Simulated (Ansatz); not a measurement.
# Si/ZnS/CoSi2: a contact from a semiconductor to a metal, part 5 of 5

Aim: where the metal's Fermi level sits in the semiconductor's gap in Si/ZnS/CoSi2, and what the stack passes. The semiconductor is Si diamond(111), undoped, with its far face capped by hydrogen, and the metal is CoSi2 fluorite(111), with ZnS wurtzite(0001) between them (whole bilayers). After relaxation the nearest pair at the metal is Si–Zn at 2.43 Å, along the normal. The common net has a side of 3.85 Å, which strains the semiconductor by -0.5 %, the layer between by +0.0 % and the metal by +1.6 %, against typed lattice constants near PBE's. The first steps treat the bulk crystals alone.

Ansatz 0.2.0; PBE DFT, plane waves, PAW files (the session's first sound run).

So far. Step 7 (The contact's transmission, atomic planes in the …): The semiconductor's channels close between -0.45 and +0.15 eV. In the worse lead the potential repeats within 40 meV, which the program flags as too much for a lead, so the lead is short or a field runs through it.

### 9. The first cell with another functional, cutoff 500 eV

This step: r2SCAN DFT, plane waves, PAW files; ballistic transmission by layer matching between semi-infinite leads (Ansatz 0.2.0).

System of this step: Si/ZnS/CoSi2. The cell holds 52 atoms: 38 Si, 2 S, 2 Zn, 9 Co and 1 H. Its edges and angles: a = 3.850 Å, b = 3.850 Å, c = 93.224 Å, α = 90.0°, β = 90.0°, γ = 120.0°. Regions: left electrode, 20 atoms (20 Si); barrier, 4 atoms (2 S and 2 Zn); right electrode, 27 atoms (18 Si and 9 Co). Vacuum lies along c.

r2SCAN opens the gap somewhat, so the first cell is run again with it to see how the barriers share the change.

File input.yaml:

```yaml
crystal:
  lattice:
    - [3.85, 0.0, 0.0]
    - [-1.925, 3.3341978046, 0.0]
    - [0.0, 0.0, 93.2242367071]
  atoms:
    - { symbol: Si, position: [0.66666667, 0.33333333, 0.1662657754] }
    - { symbol: Si, position: [0.0, 0.0, 0.1748070822] }
    - { symbol: Si, position: [0.0, 0.0, 0.2002045096] }
    - { symbol: Si, position: [0.33333333, 0.66666667, 0.2087458165] }
    - { symbol: Si, position: [0.33333333, 0.66666667, 0.2341432439] }
    - { symbol: Si, position: [0.66666667, 0.33333333, 0.2426845508] }
    - { symbol: Si, position: [0.66666667, 0.33333333, 0.2680819782] }
    - { symbol: Si, position: [0.0, 0.0, 0.276623285] }
    - { symbol: Si, position: [0.0, 0.0, 0.3020207124] }
    - { symbol: Si, position: [0.33333333, 0.66666667, 0.3105620193] }
    - { symbol: Si, position: [0.33333333, 0.66666667, 0.3359594467] }
    - { symbol: Si, position: [0.66666667, 0.33333333, 0.3445007536] }
    - { symbol: Si, position: [0.66666667, 0.33333333, 0.369898181] }
    - { symbol: Si, position: [0.0, 0.0, 0.3784394878] }
    - { symbol: Si, position: [0.0, 0.0, 0.4038369152] }
    - { symbol: Si, position: [0.33333333, 0.66666667, 0.4123782221] }
    - { symbol: Si, position: [0.33333333, 0.66666667, 0.4377756495] }
    - { symbol: Si, position: [0.66666667, 0.33333333, 0.4463169564] }
    - { symbol: Si, position: [0.66666667, 0.33333333, 0.4716280106] }
    - { symbol: Si, position: [0.0, 0.0, 0.4792644865] }
    - { symbol: S, position: [0.0, 0.0, 0.5033404761] }
    - { symbol: Zn, position: [0.33333333, 0.66666667, 0.512906672] }
    - { symbol: S, position: [0.33333333, 0.66666667, 0.5372267053] }
    - { symbol: Zn, position: [0.0, 0.0, 0.5472698199] }
    - { symbol: Si, position: [0.0, 0.0, 0.5733895931] }
    - { symbol: Co, position: [0.33333333, 0.66666667, 0.5799120066] }
    - { symbol: Si, position: [0.66666667, 0.33333333, 0.5871693027] }
    - { symbol: Si, position: [0.33333333, 0.66666667, 0.6040887862] }
    - { symbol: Co, position: [0.66666667, 0.33333333, 0.6120449918] }
    - { symbol: Si, position: [0.0, 0.0, 0.6200011974] }
    - { symbol: Si, position: [0.66666667, 0.33333333, 0.636920681] }
    - { symbol: Co, position: [0.0, 0.0, 0.6448768866] }
    - { symbol: Si, position: [0.33333333, 0.66666667, 0.6528330922] }
    - { symbol: Si, position: [0.0, 0.0, 0.6697525758] }
    - { symbol: Co, position: [0.33333333, 0.66666667, 0.6777087814] }
    - { symbol: Si, position: [0.66666667, 0.33333333, 0.685664987] }
    - { symbol: Si, position: [0.33333333, 0.66666667, 0.7025844706] }
    - { symbol: Co, position: [0.66666667, 0.33333333, 0.7105406762] }
    - { symbol: Si, position: [0.0, 0.0, 0.7184968818] }
    - { symbol: Si, position: [0.66666667, 0.33333333, 0.7354163654] }
    - { symbol: Co, position: [0.0, 0.0, 0.743372571] }
    - { symbol: Si, position: [0.33333333, 0.66666667, 0.7513287766] }
    - { symbol: Si, position: [0.0, 0.0, 0.7682482602] }
    - { symbol: Co, position: [0.33333333, 0.66666667, 0.7762044658] }
    - { symbol: Si, position: [0.66666667, 0.33333333, 0.7841606714] }
    - { symbol: Si, position: [0.33333333, 0.66666667, 0.801080155] }
    - { symbol: Co, position: [0.66666667, 0.33333333, 0.8090363606] }
    - { symbol: Si, position: [0.0, 0.0, 0.8169925662] }
    - { symbol: Si, position: [0.66666667, 0.33333333, 0.8339120498] }
    - { symbol: Co, position: [0.0, 0.0, 0.8418682554] }
    - { symbol: Si, position: [0.33333333, 0.66666667, 0.849824461] }
    - { symbol: H, position: [0.66666667, 0.33333333, 0.150175539] }
kpoints:
  mp_grid: { grid: [8, 8, 1] }
scf:
  occupations: { method: fermi_dirac, width: 0.1 }
  max_iter: 150
hamiltonian:
  xc: r2scan
efield:
  axis: 3
  dipole_correction: true
output:
  transmission:
    kmesh: [12, 12]
    e_range: [-2.5, 2.5]
    de: 0.05
    leads: [[8, 10], [37, 40]]
  dos: { projected: true, e_range: [-6, 5], de: 0.05 }
  write_potential: true
  write_density: true
  volumetric_format: npy
```

Command:

```sh
ansatz run input.yaml --threads 8 --pin off --max-ram 24576MiB --backend cpu --events-out ev --progress --plain --runs-dir out
```

Numbers of over 12 decimals in the logs are rounded to 6 here.

The log of the run:

```text
[...]
Crystal: 52 atoms, lattice volume = 1196.688 Å³
Basis set: ecut = 500 eV, 29877 PW (Γ), exchange–correlation on 120×120×2880 points (64 copies of the dense FFT grid, shifted against one another)
Bands: 223, of which v1, the nominal top of the filled ones, is band 171 counted from 1 (170 counted from 0)
Symmetry: 6 space group operations
[...]
k-points: 10 of 64 (time reversal used)
[...]
SCF iter   1: F=—  HF=-78958.196829 eV  |F-HF|=—  |Δ(HF+E_count)|=         —  Δρ=1.30e-2  dr2=2.45e1  dr2_τ=6.85e-1  ethr=1.77e-3  p=-0.063 e·Å  D=-9.56e-3 V/Å  ΔV_dip=0.89 eV  dr2_dipole=1.33e1  V_vac-E_F(+/−)=4.76/3.87 eV  ⟨swp⟩=8.6  Hψ=12142  notcnv=0  defer=125
[...]
SCF iter  17: F=-78958.760671 eV  HF=-78958.760671 eV  |F-HF|=1.08e-8  |Δ(HF+E_count)|=   1.14e-8  Δρ=1.04e-6  dr2=2.32e-8  dr2_τ=7.25e-10  ethr=2.92e-11  p=-0.067 e·Å  D=-1.01e-2 V/Å  ΔV_dip=0.94 eV  dr2_dipole=7.69e-10  V_vac-E_F(+/−)=5.11/4.17 eV  ⟨swp⟩=19.0  Hψ=10789  notcnv=0
SCF 1 converged in 17 iterations: F = -78958.760671 eV  dr2 = 2.32e-8
[...]
transmission: 118 of 1140 steps passed
transmission: 238 of 1140 steps passed
[...]
transmission: 1140 of 1140 steps passed
[...]
SCF converged after 17 iterations
Free energy (F): -78958.760671 eV
[...]
Internal energy: -78958.375059 eV  (E = F + TS)
E sigma→0 (E₀):  -78958.567865 eV
Entropy (-TS):   -0.385612 eV (-7.416 meV/atom)
Fermi energy:    5.103855 eV
Dipole field:    D = -0.010081 V/Å  (p = -0.066668 e·Å, saw-weighted, corrected)
Work function:   Φ+ = 5.1133 eV   Φ− = 4.1735 eV
[...]
--- Band table (eV; the first three rows and the last of 10) ---
  k-point 0: bands = [... 167 lower, 6.3631, 6.4004, 6.4004, 6.4201, 6.4870, 6.5924, 6.7173, 6.8055, ... 48 higher]
  k-point 1: bands = [... 167 lower, 5.9333, 6.1180, 6.2394, 6.3128, 6.5694, 6.6124, 6.6863, 6.7552, ... 48 higher]
  k-point 2: bands = [... 167 lower, 5.0328, 5.0823, 5.3582, 5.4244, 5.6920, 5.7304, 5.8460, 5.9995, ... 48 higher]
  k-point 9: bands = [... 167 lower, 4.3127, 4.4296, 4.5133, 4.5723, 4.5894, 4.6169, 4.6391, 5.1732, ... 48 higher]
--- Transmission ---
  basis      : 127 plane waves across, 60 finite elements along
  points     : 19, standing for a mesh of 12 x 12
[...]
channels       : 0.000000e0 a spin
[...]
slowest decay  : 0.0935 /Å at (0.4167, 0.0000)
[...]
channels       : 1.270833e0 a spin
[...]
slowest decay  : 0.1157 /Å at (0.4167, 0.0833)
  junction   : crystal 0 to crystal 1, 29.74 to 64.71 Å
    transmission   : 0.000000e0 a spin
[...]
```

It took 6.1 min on 8 threads of Arm Neoverse V2, shared host; peak memory 14 GiB.

Numbers from this step:

```yaml
free_energy: -78958.7607 eV
fermi_energy: 5.104 eV
potential_step_in_the_lower_lead: 39.9 meV
potential_step_in_the_upper_lead: 10.3 meV
work_function_upper_face: 5.113 eV
work_function_lower_face: 4.174 eV
dipole_moment: -0.06667 e·Å
dipole_field: -0.01008 V/Å
```

One spin. The transmission, zone mean by energy, zero at the Fermi level:

| energy (eV) | transmission, zone mean |
| --- | --- |
| -2.400 | 0.0556 |
| -2.200 | 0.0103 |
| -2.000 | 0.0157 |
| -1.800 | 0.00798 |
| -1.600 | 0.00864 |
| -1.400 | 0.00169 |
| -1.200 | 5.4e-4 |
| -1.000 | 4.2e-4 |
| -0.800 | 2.4e-4 |
| -0.600 | 0 |
| -0.400 | 0 |
| -0.200 | 0 |
| 0.000 | 0 |
| 0.200 | 0 |
| 0.400 | 6.3e-4 |
| 0.600 | 0.00123 |
| 0.800 | 0.00330 |
| 1.000 | 0.00384 |
| 1.200 | 0.00241 |
| 1.400 | 0.0232 |
| 1.600 | 0.118 |
| 1.800 | 0.0991 |
| 2.000 | 0.183 |
| 2.200 | 0.198 |
| 2.250 | 0.224 |
| 2.400 | 0.192 |

One spin. The open channels, zone mean by energy, zero at the Fermi level:

| energy (eV) | lower lead | upper lead |
| --- | --- | --- |
| -2.50 | 1.59 | 1.15 |
| -2.35 | 1.47 | 1.35 |
| -2.25 | 1.51 | 1.35 |
| -2.10 | 1.30 | 1.34 |
| -1.95 | 1.22 | 1.60 |
| -1.80 | 0.938 | 1.88 |
| -1.70 | 0.854 | 1.58 |
| -1.55 | 0.604 | 1.94 |
| -1.40 | 0.562 | 1.28 |
| -1.30 | 0.396 | 1.55 |
| -1.15 | 0.312 | 1.76 |
| -1.00 | 0.188 | 1.47 |
| -0.90 | 0.146 | 1.67 |
| -0.75 | 0.0625 | 1.80 |
| -0.60 | 0 | 1.88 |
| -0.45 | 0 | 1.83 |
| -0.35 | 0 | 1.71 |
| -0.20 | 0 | 1.48 |
| -0.05 | 0 | 1.27 |
| 0.00 | 0 | 1.27 |
| 0.05 | 0 | 1.27 |
| 0.20 | 0.0417 | 1.23 |
| 0.35 | 0.208 | 1.02 |
| 0.45 | 0.208 | 0.979 |
| 0.60 | 0.333 | 0.979 |
| 0.75 | 0.5 | 0.896 |
| 0.90 | 0.667 | 0.688 |
| 1.00 | 0.833 | 0.611 |
| 1.15 | 0.917 | 0.653 |
| 1.30 | 1.24 | 0.556 |
| 1.40 | 1.36 | 0.472 |
| 1.55 | 1.49 | 0.389 |
| 1.70 | 1.86 | 0.472 |
| 1.80 | 2.07 | 0.590 |
| 1.95 | 2.15 | 0.799 |
| 2.10 | 2.28 | 1.13 |
| 2.25 | 2.24 | 1.17 |
| 2.35 | 2.03 | 1.26 |
| 2.50 | 1.83 | 1.67 |

Projected DOS an atom over height of the atomic layer and energy from the Fermi level. Layers: H Si Si Si Si Si Si Si Si Si Si Si Si Si Si Si Si Si Si Si Si S Zn S Zn Si Co Si Si Co Si Si Co Si Si Co Si Si Co Si Si Co Si Si Co Si Si Co Si Si Co Si; projections on atoms miss part of the total, and the computed bands can run out at the top of the range; a column is the mean of 4 neighbouring layers, the last of those left over.

Ten even steps from '_' (0.00 states/eV) to '@' (2.39 states/eV), each cell a mean:
```
__________________________
..........__..............
..::......__..............
::::::::::....________....
..::::::::................
::::::::::....::::::::::..
..::::::::..____________..
__......::..____________..
________....______________
____________..__..____....
____________....::....::::
____________--::==----==--
____________----++----++++
........____++++@@++++@@==
..::::::..__::::==::::==--
::::::::::::::::::::::::::
::::::::::::..::::::..::::
::::::::::::..--==--------
..::::::::--::----::::--::
::....::::::..............
________..::..............
________..::....__......__
```
Columns: height of the atomic layer (Å) from 16.1 to 77.9 (not evenly spaced); rows upwards: energy from the Fermi level (eV) from -6 to 5.

The semiconductor's channels close between -0.65 and +0.20 eV. In the worse lead the potential repeats within 40 meV, which the program flags as too much for a lead, so the lead is short or a field runs through it.

### 10. What came out

| Quantity | Value |
| --- | --- |
| valence edge of the semiconductor lead against the Fermi level, 4 planes | -0.45 eV |
| conduction edge of the semiconductor lead against the Fermi level, 4 planes | +0.15 eV |
| valence edge of the semiconductor lead against the Fermi level, 8 planes | -0.45 eV |
| conduction edge of the semiconductor lead against the Fermi level, 8 planes | +0.15 eV |
| valence edge of the semiconductor lead against the Fermi level, 12 planes | -0.45 eV |
| conduction edge of the semiconductor lead against the Fermi level, 12 planes | +0.15 eV |
| valence edge of the semiconductor lead against the Fermi level, r2SCAN | -0.65 eV |
| conduction edge of the semiconductor lead against the Fermi level, r2SCAN | +0.20 eV |

**Reading.** The metal's Fermi level lies in the gap of the semiconductor, 0.15 eV under the first conduction channel and 0.45 eV over the last valence one, as read in the lead, away from the contact; bands can bend on the way there. The edges are read from the typed mesh and energy grid, to 0.05 eV at best; the semiconductor's potential still steps by 38 meV a period, so they depend on where the lead is cut. Adding 8 atomic planes to the layer under the metal moves the conduction edge by +0.00 eV, about one grid step or less. r2SCAN moves the edges to -0.65 and +0.20 eV, 0.85 eV apart on the grid against 0.60 eV. The semiconductor is undoped and only a few nanometres thick, with its far face capped by hydrogen. A semilocal functional narrows gaps, and the two barriers add up to the gap, so their sum is too small. No spin-orbit coupling, phonons, disorder or image charges enter; the interfaces are ordered, one cell wide and lattice-matched by strain. Semilocal gaps are too small, which can bring a band edge of the barrier nearer to the Fermi level than it is.

[Logs are printed without paths, hosts, clocks, repeated set-up lines and the standing remarks that a program may print on its own settings, such as how far it seeks lower states.]

[Hosts, paths, dates, database ids (printed as entryN), source tags and the programs' standing remarks are cut or masked in the printed files.]
